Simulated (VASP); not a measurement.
Here is a VASP 6.6.1 calculation.

File INCAR:

```
SYSTEM = Pd
  PREC = Accurate
  ENCUT = 600
  EDIFF = 1E-7
  ISMEAR = 0
  SIGMA = 0.1
  LREAL = .FALSE.
  LASPH = .TRUE.
  NELM = 100
  ALGO = Normal
  ISIF = 3
  LWAVE = .FALSE.
  LCHARG = .FALSE.
  METAGGA = R2SCAN
  LMIXTAU = .TRUE.
  IBRION = 2
  NSW = 80
  EDIFFG = -0.004
```

The input KPOINTS:

```
Automatic mesh
0
G
  18 18 18
  0 0 0
```

The input POSCAR:

```
Pd
1.0
    0.0000000000      1.9465000000      1.9465000000
    1.9465000000      0.0000000000      1.9465000000
    1.9465000000      1.9465000000      0.0000000000
Pd
1
Direct
    0.0000000000      0.0000000000      0.0000000000
```

Potentials or basis: VASP PAW PBE potentials, release 64 (Pd).

Launch:

```console
$ cat potpaw_PBE.64/Pd/POTCAR > POTCAR
$ mpirun -np 1 vasp_std > vasp.out
```

(1) Predict the space group after relaxing (to 0.05 Å).

(2) Estimate the relaxed volume.

Answers

(1) Fm-3m (No. 225).

(2) 14.97 Å³/atom.

Caveat: the PAW data sets were made with another functional, which shifts forces and pressure a little.
